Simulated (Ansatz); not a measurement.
# TiAl (Pm-3m) in Ansatz: further runs

Runs on TiAl. Level: PBEsol. Tasks: phonons, elastic constants.

Program: Ansatz 0.2.0. These are calculated values, not measurements. Logs are shortened: lines on timing, memory, paths and dates and some standing lists are left out, and cuts for length are marked.

### 1 Starting point

The structure is cubic, space group Pm-3m (No. 221). Conventional cell: a = 3.179 Å, b = 3.179 Å, c = 3.179 Å, α = 90.00°, β = 90.00°, γ = 90.00°. Ti (site symmetry m-3m) is surrounded by 8 Al at 2.75 Å. Al (site symmetry m-3m) is surrounded by 8 Ti at 2.75 Å.

The cell comes from a database or a generator and needn't be the stable form of this composition.

### 2 Phonons, PBEsol

input.yaml

```yaml
crystal:
  lattice:
    - [3.179064, 0.0, 0.0]
    - [0.0, 3.179064, 0.0]
    - [0.0, 0.0, 3.179064]
  atoms:
    - { symbol: Ti, position: [0.0, 0.0, 0.0] }
    - { symbol: Al, position: [0.5, 0.5, 0.5] }
hamiltonian:
  xc: pbesol
  pseudopotentials: { kind: paw }
kpoints:
  mp_grid: { grid: [8, 8, 8] }
scf:
  occupations: { method: fermi_dirac, width: 0.05 }
phonons:
  method: dfpt
  qmesh: [2, 2, 2]
  temperatures: { t_max: 1000, t_step: 100 }
  qpath:
    path:
      - [[0.0, 0.0, 0.0], [0.0, 0.5, 0.0], [0.5, 0.5, 0.0], [0.0, 0.0, 0.0], [0.5, 0.5, 0.5], [0.0, 0.5, 0.0]]
      - [[0.5, 0.5, 0.0], [0.5, 0.5, 0.5]]
    npoints: 8
```

Potentials or basis: Ansatz PAW.

Started as:

```console
ansatz run input.yaml --threads 2 --pin off --max-ram 5632MiB --backend cpu --events-out ev --progress --plain --runs-dir out
```

Standard output:

```text
Warning: RAYON_NUM_THREADS=2 ignored (pool sized by the plan → 2); use --threads N
Engine: ansatz 0.2.0, aarch64-unknown-linux-gnu
Pseudopotentials: kind: paw
Pseudopotential: Ti, paw, valence charge 12, recommended cutoff 420 eV (normal), Ti.paw.azcp
Pseudopotential: Al, paw, valence charge 3, recommended cutoff 420 eV (normal), Al.paw.azcp
Functional definition: PBEsol
  exchange = pbesol_x
  correlation = pbesol_c
Crystal: 2 atoms, lattice volume = 32.129 Å³
Basis set: ecut = 420 eV, 619 PW (Γ), exchange–correlation on 48×48×48 points (8 copies of the dense FFT grid, shifted against one another)
Bands: 12, of which v1, the nominal top of the filled ones, is band 8 counted from 1 (7 counted from 0)
Symmetry: 48 space group operations
k-points: 35 of 512
Non-local potential: Ti, projectors of the file, l = 0: 3, l = 1: 2, l = 2: 3, l = 3: 1
Non-local potential: Al, projectors of the file, l = 0: 2, l = 1: 2, l = 2: 1
PAW form: soft (Blöchl's): semilocal exchange-correlation on the pseudo side does not see the compensation charge
PAW frozen core: Ti, regenerated for the run's functional, and the local potential with it (the file was generated under x = pbe(κ = 0.804, μ = 0.2195149727645171), c = pbe(β = 0.06672455060314922))
PAW frozen core: Al, regenerated for the run's functional, and the local potential with it (the file was generated under x = pbe(κ = 0.804, μ = 0.2195149727645171), c = pbe(β = 0.06672455060314922))
PAW one-centre angular grid: Ti, 590 points (default); XC on 64 Gauss nodes
PAW one-centre angular grid: Al, 110 points (default); XC on 64 Gauss nodes
Initial density: superposition of atomic densities (neutral atoms: chi_scale 0, normalization atom), corrected by the library's trained network
Initial wavefunctions: pseudopotential atomic-orbital guess
Functional: x = pbesol(κ = 0.804, μ = 0.12345679012345678), c = pbesol(β = 0.046)
SCF iter   1: F=—  HF=-2998.988924 eV  |F-HF|=—  |Δ(HF+E_count)|=         —  Δρ=4.97e-3  dr2=1.18e-2  ethr=1.77e-3  ⟨swp⟩=5.0  Hψ=2147  notcnv=0
preconditioner: auto → none  [metal: Δε(μ)=0.040 eV  Ē_g=5.305 eV  σ=0.050 eV  W_gap=0.19  n_scr=6 (ndim 8)  ℏωp=17.3 eV  f_vac=0.000  D(μ)=2.95/eV (n_scr^D=32)  sad-step TF]
SCF iter   2: F=—  HF=-2998.987265 eV  |F-HF|=—  |Δ(HF+E_count)|=   1.66e-3  Δρ=3.52e-3  dr2=7.18e-3  ethr=7.88e-5  ⟨swp⟩=1.0  Hψ=700  notcnv=0
SCF iter   3: F=—  HF=-2998.985350 eV  |F-HF|=—  |Δ(HF+E_count)|=   1.91e-3  Δρ=5.24e-4  dr2=3.84e-5  ethr=4.79e-5  ⟨swp⟩=2.1  Hψ=636  notcnv=0
SCF iter   4: F=—  HF=-2998.985340 eV  |F-HF|=—  |Δ(HF+E_count)|=   1.02e-5  Δρ=9.87e-5  dr2=1.88e-6  ethr=2.56e-7  ⟨swp⟩=2.9  Hψ=709  notcnv=0
SCF iter   5: F=—  HF=-2998.985338 eV  |F-HF|=—  |Δ(HF+E_count)|=   2.24e-6  Δρ=9.61e-6  dr2=2.54e-8  ethr=1.25e-8  ⟨swp⟩=2.7  Hψ=656  notcnv=0
SCF iter   6: F=—  HF=-2998.985338 eV  |F-HF|=—  |Δ(HF+E_count)|=  6.87e-10  Δρ=5.93e-7  dr2=6.13e-11  ethr=1.69e-10  ⟨swp⟩=2.3  Hψ=532  notcnv=0
SCF iter   7: F=-2998.985338 eV  HF=-2998.985338 eV  |F-HF|=4.55e-13  |Δ(HF+E_count)|=  4.68e-11  Δρ=3.51e-8  dr2=1.84e-13  ethr=1.00e-12  ⟨swp⟩=4.7  Hψ=1434  notcnv=0
SCF 1 converged in 7 iterations: F = -2998.985338 eV  dr2 = 1.84e-13
phonons: the bands overlap, so this run is a metal and interpolates without the dipole-dipole term. If the crystal is really an insulator or semiconductor, its LO-TO splitting is missing
NSCF: frozen V_eff on 35 k-points
NSCF: frozen V_eff on 75 k-points
DFPT response loops at q = (0, 0, 0) (fractional): preconditioner auto → Kerker (q_TF=auto, 2.403 Å⁻¹) (partly filled bands, converged f_vac=0.000); β = 1.00, the filter's whole step (`scf.mixing.beta` (0.50) is not read by the response loops under this deck's `scf.mixing.preconditioner`; to damp them name `kerker` or `kerker_dos`, under which they read `scf.mixing.beta`, and type it under 1.00, their step now; both keys bind the ground state too); Broyden in place of MSR1
NSCF: frozen V_eff on 250 k-points
DFPT response loops at q = (0, 0, -0.5) (fractional): mixed as the last ones told, above
NSCF: frozen V_eff on 250 k-points
DFPT response loops at q = (0, -0.5, -0.5) (fractional): mixed as the last ones told, above
NSCF: frozen V_eff on 150 k-points
DFPT response loops at q = (-0.5, -0.5, -0.5) (fractional): mixed as the last ones told, above
SCF converged after 7 iterations
Free energy (F): -2998.985338 eV
Harris-Foulkes:  -2998.985338 eV  (|F-HF|=4.55e-13)
Internal energy: -2998.961974 eV  (E = F + TS)
E sigma→0 (E₀):  -2998.973656 eV
Entropy (-TS):   -0.023364 eV (-11.682 meV/atom)
Fermi energy:    11.346849 eV
--- Per-component energies (eV) ---
  E_band       = -162.648514
  E_kinetic    = 296.363550
  E_local      = -1022.069980  (includes V_loc(G=0)·N_el)
  E_nonlocal   = 20.620230
  E_hartree    = 434.285924
  E_xc         = -136.582223
  E_vxc        = -151.277899  (∫ρ·V_xc dr)
  E_paw        = -1477.824299  (= ΣΔE_a)
  E_vpaw       = -174.856394  (= ΣTr[D̂ρ^β])
  E_aug_tail   = 0.000122  (compensation charges beyond the density's cutoff)
  E_ewald      = -1113.913820
  E_core_change = 0.158523  (= ΣΔE_core)
  E_smearing   = -0.023364  (= −TS)
  E_closure    = 0.000000  (closes the sum)
  Σ components = -2998.985338   (vs F -2998.985338, Δ=0.00e0)
--- Band table (eV; the first three rows and the last of 35) ---
  k-point 0: bands = ["-45.2878", "-21.5986", "-21.5986", "-21.5986", "2.0921", "9.9136", "9.9136", "13.1447", "13.1447", "13.1447", "15.7595", "15.7595"]
  k-point 1: bands = ["-45.2856", "-21.6244", "-21.5963", "-21.5963", "2.3408", "9.7630", "10.0239", "12.7621", "12.7621", "13.1740", "14.9126", "16.3249"]
  k-point 2: bands = ["-45.2802", "-21.6863", "-21.5909", "-21.5909", "3.0655", "8.9819", "10.3140", "12.1232", "12.1232", "13.2461", "14.1123", "17.5350"]
  k-point 34: bands = ["-45.2436", "-21.7267", "-21.7267", "-21.7267", "8.2554", "8.2554", "8.2554", "11.9967", "14.1770", "14.1770", "14.2515", "14.2515"]
--- Phonons (Γ-DFPT): 2 representative perturbations + reference (Σ response iterations 6) ---
  ASR residual: 1.071e-3 → 0.000e0 eV/Å²; symmetrization residual: 5.413e-6 eV/Å²
  ASR residual per site (eV/Å²): 1.07e-3 2.69e-5
  Γ frequencies (cm⁻¹): 0.00 0.00 0.00 312.17 312.17 312.17
--- Phonons (arbitrary-q DFPT): 4 irreducible q on the 2×2×2 mesh ---
  q = [0.0000, 0.0000, 0.0000] (star 1, of the zone-centre solve; hermiticity 1.75e-6, symmetrization 2.86e-13): -0.00 0.00 0.00 312.17 312.17 312.17
  q = [0.0000, 0.0000, -0.5000] (star 3, 4 solved perturbations in 400 linear systems a pass and spin channel, the states on 125 of 512 k-point pairs; hermiticity 2.66e-14, symmetrization 5.70e-13): 201.21 201.21 214.90 249.30 256.06 256.06
  q = [0.0000, -0.5000, -0.5000] (star 3, 4 solved perturbations in 400 linear systems a pass and spin channel, the states on 125 of 512 k-point pairs; hermiticity 7.40e-7, symmetrization 2.22e-13): -117.53 -117.53 215.88 275.31 328.65 328.65
  q = [-0.5000, -0.5000, -0.5000] (star 1, 2 solved perturbations on 75 of 512 k-point pairs; hermiticity 9.78e-15, symmetrization 1.10e-12): 192.59 192.59 192.59 245.22 245.22 245.22
  sum rule: each row above includes the acoustic sum rule's correction from the zone centre's row sums; it moved no ω² by more than (2.47 cm⁻¹)²
  mesh force constants: q→R imaginary residual 3.51e-17; ASR residual 1.071e-3 → 0.000e0 eV/Å²; symmetrization residual 1.066e-14 eV/Å²
  interpolated dispersion: 50 rows × 6 modes
  density of states and harmonic sums: on the 20×20×20 q-mesh, interpolated from the force constants of a 2×2×2 supercell (no non-analytic term)
  largest difference from the sums on the solved wave vectors: F 1.84e-1 eV, S 2.48e-4 and C_V 7.33e-5 eV/K
  zero-point energy: 0.076218 eV/cell   skipped modes (ω ≤ 0): 119, of them read as no rigid motion or as one in doubt: 116 (3.878e-1 modes/cell left out, lowest -117.53 cm⁻¹)   left out of the sums: 6.47e-2 of the cell's modes: C_V's classical limit lies that fraction below 3 k_B per atom; for a crystal, a wire or a layer, F and S can be off by more, and a phonons.interpolated_qmesh denser along its periods is the remedy for the sampling
```

Run time: 34 s. Hardware: 2 threads of Arm Neoverse N1, shared host; peak memory 0.49 GiB.

What came out:

```yaml
Free_energy: -2998.9853 eV
Band_gap_on_the_k_mesh: none (metal or under the smearing width)
Highest_phonon_frequency: 329 cm⁻¹
Most_unstable_mode: 118i cm⁻¹
```

Phonon frequencies in cm⁻¹ (negative: imaginary):
| q point | frequencies |
| --- | --- |
| (0.000, 0.000, 0.000) | 0 0 0 312 312 312 |
| (0.000, 0.000, -0.500) | 201 201 215 249 256 256 |
| (0.000, -0.500, -0.500) | -118 -118 216 275 329 329 |
| (-0.500, -0.500, -0.500) | 193 193 193 245 245 245 |

Caveat: some modes are imaginary; the q mesh is small, so phonon branches between its points and thermal values are rough; the PAW data sets come from PBE, with cores solved anew for the run's functional, which leaves a small shift of forces and pressure.

### 3 Elastic constants, PBEsol

input.yaml

```yaml
crystal:
  lattice:
    - [3.179064, 0.0, 0.0]
    - [0.0, 3.179064, 0.0]
    - [0.0, 0.0, 3.179064]
  atoms:
    - { symbol: Ti, position: [0.0, 0.0, 0.0] }
    - { symbol: Al, position: [0.5, 0.5, 0.5] }
hamiltonian:
  xc: pbesol
  pseudopotentials: { kind: paw }
kpoints:
  mp_grid: { grid: [8, 8, 8] }
scf:
  occupations: { method: fermi_dirac, width: 0.05 }
output:
  forces: true
  stress: true
elastic:
  mode: relaxed_ion
  stencil: two_point
```

Potentials or basis: Ansatz PAW.

Started as:

```console
ansatz run input.yaml --threads 2 --pin off --max-ram 5632MiB --backend cpu --events-out ev --progress --plain --runs-dir out
```

Wall time 8.4 s (2 threads of Arm Neoverse N1, shared host); peak memory 0.34 GiB.

The run converged. Its results:

```yaml
Free_energy: -2998.9853 eV
Pressure: -2.4 GPa
Band_gap_on_the_k_mesh: none (metal or under the smearing width)
Elastic_constants_C11_C12_C44: 78, 124, 69 GPa
Voigt_bulk_modulus: 109 GPa
```

Levels at points of the mesh, in eV from the Fermi level:
| k point | band 5 | band 6 | band 7 | band 8 | band 9 | band 10 |
| --- | --- | --- | --- | --- | --- | --- |
| (0.00, 0.00, 0.00) | -9.25 | -1.43 | -1.43 | 1.80 | 1.80 | 1.80 |
| (0.00, 0.00, -0.50) | -6.01 | -5.18 | -0.54 | 0.14 | 0.14 | 2.00 |
| (0.00, -0.50, -0.50) | -5.01 | -2.08 | -2.08 | -1.47 | 0.70 | 0.70 |
| (-0.50, -0.50, -0.50) | -3.09 | -3.09 | -3.09 | 0.65 | 2.83 | 2.83 |

Elastic tensor in Voigt notation (GPa, in the Cartesian axes of the cell as first typed):
```
 78 124 124   0   0   0
124  78 124   0   0   0
124 124  78   0   0   0
  0   0   0  69   0   0
  0   0   0   0  69   0
  0   0   0   0   0  69
```

Caveat: the elastic tensor has a negative eigenvalue, so either the cell is unstable as it stands or the mesh is too thin; the PAW data sets come from PBE, with cores solved anew for the run's functional, which leaves a small shift of forces and pressure.
